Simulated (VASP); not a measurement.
# Settings for BaTiO₃: self-consistent run

BaTiO₃, Pmm2 (no. 25), 5 atoms in the cell. PBE; PAW potentials Ba_sv, Ti_sv, O (PBE set). VASP 6.6.1. The cell is changed on purpose: last atom moved by 0.05 Å along z, cell strained by -1.0% along z.

Wanted: energy within 2 meV/atom; forces within 0.01 eV/Å; stress within 0.2 GPa; levels at the zone centre within 0.01 eV.

What the run is for: all; Accuracy asked: standard.

Levels at the zone centre: counted from the valence top at that point.

POSCAR:
```
BaTiO3
1.0
    4.0060000000      0.0000000000      0.0000000000
    0.0000000000      4.0060000000      0.0000000000
    0.0000000000      0.0000000000      3.9659400000
Ba Ti O
1 1 3
Direct
    0.5000000000      0.5000000000      0.5000000000
    0.0000000000      0.0000000000      0.0000000000
    0.0000000000      0.0000000000      0.5000000000
    0.0000000000      0.5000000000      0.0000000000
    0.5000000000      0.0000000000      0.0124812800
```

The series start from Plane-wave cutoff (eV): 520; k-point mesh: 6 × 6 × 6; Precision mode (PREC): Accurate; Electronic threshold (eV): 1e-6; Bands in all (NBANDS): 33; Aspherical gradient terms in the spheres (LASPH): yes; Electronic algorithm: ALGO=Normal; Density mixing: defaults; Delay and inner steps: defaults. Each series keeps the choices made before it, and each single choice may use up half of a tolerance.

## Plane-wave cutoff (eV)

| Plane-wave cutoff (eV) | Energy less reference (meV/atom) | Forces, largest deviation (eV/Å) | Stress, largest deviation (GPa) | Levels at the zone centre, largest deviation (eV) | SCF iterations | Time (s) |
|---|---|---|---|---|---|---|
| 320 | -51.9 | 0.013 | 25.42 | 0.046 | 15 | 34 |
| 400 | -5.2 | 0.003 | 4.91 | 0.003 | 17 | 63 |
| 460 | 2.6 | 0.001 | 0.88 | 0.001 | 17 | 65 |
| 520 | 4.3 | 0.000 | 0.07 | 0.002 | 17 | 68 |
| 600 | 2.9 | 0.000 | 0.24 | 0.001 | 17 | 83 |
| 700 | 0.9 | 0.000 | 0.26 | 0.000 | 17 | 106 |
| 840 (reference) | 0.0 | 0.000 | 0.00 | 0.000 | 17 | 178 |

Chosen: 840; the next looser run is off by more than half of the tolerance, so convergence isn't shown beyond this value.

## k-point mesh

| k-point mesh | Energy less reference (meV/atom) | Forces, largest deviation (eV/Å) | Stress, largest deviation (GPa) | Levels at the zone centre, largest deviation (eV) | SCF iterations | Time (s) |
|---|---|---|---|---|---|---|
| 2 × 2 × 2 | 157.4 | 0.363 | 2.75 | 0.379 | 15 | 27 |
| 3 × 3 × 3 | 20.0 | 0.077 | 0.33 | 0.079 | 15 | 24 |
| 4 × 4 × 4 | 3.4 | 0.021 | 0.06 | 0.017 | 16 | 73 |
| 5 × 5 × 5 | 0.6 | 0.006 | 0.01 | 0.004 | 17 | 72 |
| 6 × 6 × 6 | 0.1 | 0.002 | 0.01 | 0.001 | 17 | 178 |
| 7 × 7 × 7 | 0.0 | 0.000 | 0.01 | 0.000 | 17 | 149 |
| 9 × 9 × 9 (reference) | 0.0 | 0.000 | 0.00 | 0.000 | 17 | 298 |

Chosen: 6 × 6 × 6, the loosest value from which every tighter one stays within half of the tolerance.

## Precision mode (PREC)

| Precision mode (PREC) | Energy less reference (meV/atom) | Forces, largest deviation (eV/Å) | Stress, largest deviation (GPa) | Levels at the zone centre, largest deviation (eV) | SCF iterations | Time (s) |
|---|---|---|---|---|---|---|
| SingleN | -0.4 | 0.000 | 0.07 | 0.000 | 17 | 97 |
| Normal | 0.0 | 0.000 | 0.00 | 0.000 | 17 | 94 |
| Single | -0.1 | 0.000 | 0.00 | 0.000 | 17 | 161 |
| Accurate (reference) | 0.0 | 0.000 | 0.00 | 0.000 | 17 | 178 |

Chosen: SingleN.

## Electronic threshold (eV)

| Electronic threshold (eV) | Energy less reference (meV/atom) | Forces, largest deviation (eV/Å) | Stress, largest deviation (GPa) | Levels at the zone centre, largest deviation (eV) | SCF iterations | Time (s) |
|---|---|---|---|---|---|---|
| 0.001 | 0.0 | 0.000 | 0.33 | 0.006 | 13 | 76 |
| 0.0001 | 0.0 | 0.001 | 0.39 | 0.005 | 13 | 72 |
| 1e-5 | 0.0 | 0.000 | 0.11 | 0.002 | 14 | 86 |
| 1e-6 | 0.0 | 0.000 | 0.01 | 0.001 | 17 | 97 |
| 1e-7 | 0.0 | 0.000 | 0.02 | 0.001 | 17 | 107 |
| 1e-8 (reference) | 0.0 | 0.000 | 0.00 | 0.000 | 21 | 141 |

Chosen: 1e-6.

## Bands in all (NBANDS)

| Bands in all (NBANDS) | Energy less reference (meV/atom) | Forces, largest deviation (eV/Å) | Stress, largest deviation (GPa) | Levels at the zone centre, largest deviation (eV) | SCF iterations | Time (s) |
|---|---|---|---|---|---|---|
| 21 | 0.0 | 0.000 | 0.01 | 0.028 | 15 | 63 |
| 22 | 0.0 | 0.000 | 0.01 | 0.000 | 17 | 81 |
| 24 | 0.0 | 0.000 | 0.02 | 0.001 | 15 | 76 |
| 26 | 0.0 | 0.000 | 0.01 | 0.000 | 15 | 69 |
| 33 | 0.0 | 0.000 | 0.00 | 0.000 | 17 | 97 |
| 46 (reference) | 0.0 | 0.000 | 0.00 | 0.000 | 16 | 222 |

Chosen: 22.

## Aspherical gradient terms in the spheres (LASPH)

| Aspherical gradient terms in the spheres (LASPH) | Energy less reference (meV/atom) | Forces, largest deviation (eV/Å) | Stress, largest deviation (GPa) | Levels at the zone centre, largest deviation (eV) | SCF iterations | Time (s) |
|---|---|---|---|---|---|---|
| no | 0.1 | 0.000 | 0.00 | 0.002 | 17 | 68 |
| yes (reference) | 0.0 | 0.000 | 0.00 | 0.000 | 17 | 81 |

Chosen: no.

## Electronic algorithm

| Electronic algorithm | Energy less reference (meV/atom) | Forces, largest deviation (eV/Å) | Stress, largest deviation (GPa) | Levels at the zone centre, largest deviation (eV) | SCF iterations | Time (s) |
|---|---|---|---|---|---|---|
| ALGO=Normal | 0.0 | 0.000 | 0.00 | 0.000 | 17 | 68 |
| ALGO=Fast | 0.0 | 0.000 | 0.01 | 0.009 | 58 | 163 |
| ALGO=VeryFast | 0.0 | 0.000 | 0.03 | 0.002 | 89 | 270 |
| ALGO=All ISEARCH=1 | 0.0 | 0.000 | 0.01 | 0.012 | 29 | 87 |
| ALGO=All ISEARCH=0 | 0.0 | 0.000 | 0.01 | 0.012 | 29 | 72 |
| ALGO=Damped TIME=0.4 | 0.0 | 0.000 | 0.01 | 0.005 | 84 | 152 |
| ALGO=Damped TIME=0.1 | no result | no result | no result | no result | 120 | 203 |

Chosen: ALGO=Normal; no other choice that stays within half of the tolerance saves 30 % of the time.

## Density mixing

| Density mixing | Energy less reference (meV/atom) | Forces, largest deviation (eV/Å) | Stress, largest deviation (GPa) | Levels at the zone centre, largest deviation (eV) | SCF iterations | Time (s) |
|---|---|---|---|---|---|---|
| defaults | 0.0 | 0.000 | 0.00 | 0.000 | 17 | 68 |
| INIMIX=0 | 0.0 | 0.000 | 0.03 | 0.000 | 17 | 60 |
| WC=0 | 0.0 | 0.000 | 0.00 | 0.000 | 15 | 54 |
| MIXPRE=2 | 0.0 | 0.000 | 0.01 | 0.000 | 16 | 55 |
| BMIX=0.0001 | 0.0 | 0.000 | 0.03 | 0.000 | 17 | 56 |
| BMIX=2.0 | 0.0 | 0.000 | 0.00 | 0.001 | 18 | 60 |
| MAXMIX=-10 | 0.0 | 0.000 | 0.01 | 0.000 | 17 | 55 |

Chosen: WC=0; it saves 13.5 s of 68, so defaults would do nearly as well.

## Delay and inner steps

| Delay and inner steps | Energy less reference (meV/atom) | Forces, largest deviation (eV/Å) | Stress, largest deviation (GPa) | Levels at the zone centre, largest deviation (eV) | SCF iterations | Time (s) |
|---|---|---|---|---|---|---|
| defaults | 0.0 | 0.000 | 0.00 | 0.000 | 15 | 54 |
| NELMDL=-2 | 0.0 | 0.000 | 0.03 | 0.002 | 15 | 69 |
| NELMDL=-8 | 0.0 | 0.000 | 0.00 | 0.000 | 18 | 91 |
| NELMDL=-12 | 0.0 | 0.000 | 0.00 | 0.000 | 22 | 99 |
| NRMM=2 | 0.0 | 0.000 | 0.00 | 0.005 | 15 | 55 |
| NRMM=6 | 0.0 | 0.000 | 0.00 | 0.000 | 15 | 61 |
| WEIMIN=0.001 | 0.0 | 0.000 | 0.00 | 0.000 | 15 | 58 |

Chosen: defaults.

## All choices together

| Input | Energy less reference (meV/atom) | Forces, largest deviation (eV/Å) | Stress, largest deviation (GPa) | Levels at the zone centre, largest deviation (eV) | Time (s) |
|---|---|---|---|---|---|
| the program's defaults (naive) | -2.6 | 0.021 | 4.78 | 0.029 | 8.9 |
| chosen settings | -0.1 | 0.002 | 0.07 | 0.003 | 54 |
| reference settings throughout | 0.0 | 0.000 | 0.00 | 0.000 | 495 |

The chosen settings stay within the tolerance of the reference run, but the reference itself isn't shown to be converged in: Plane-wave cutoff (eV).

Values of the reference run: Stress: 4.614, 0, 0, 0, 4.666, 0, 0, 0, 6.712 GPa; Levels at the zone centre: -0.0119, 0, 1.883 eV from the valence top at Gamma.

## The input

INCAR:
```
SYSTEM = BaTiO3
GGA = PE
ISMEAR = 0
SIGMA = 0.03
LWAVE = .FALSE.
LCHARG = .FALSE.
ISIF = 2
PREC = SingleN
LASPH = .FALSE.
LREAL = .FALSE.
ALGO = Normal
EDIFF = 1E-6
NELM = 120
GGA_COMPAT = .FALSE.
ENCUT = 840
EFERMI = MIDGAP
KPAR = 2
NBANDS = 22
WC = 0
```

KPOINTS:
```
Automatic mesh
0
Gamma
  6 6 6
  0 0 0
```

Commands:
```
cat potpaw_PBE.64/Ba_sv/POTCAR potpaw_PBE.64/Ti_sv/POTCAR potpaw_PBE.64/O/POTCAR > POTCAR
mpirun -np 2 vasp_std > vasp.out
```

The chosen input took VASP 6.6.1 54 s on 2 cores (Intel Xeon Platinum 8259CL @ 2.50GHz (Skylake/Cascade Lake)), a shared host.

## An input that fails: damping step far too long

The electronic loop stops at its limit of 55 steps.

Changes against the starting input:
```
- ALGO = Normal
- NELM = 120
+ ALGO = Damped
+ NELM = 55
+ TIME = 4.0
```
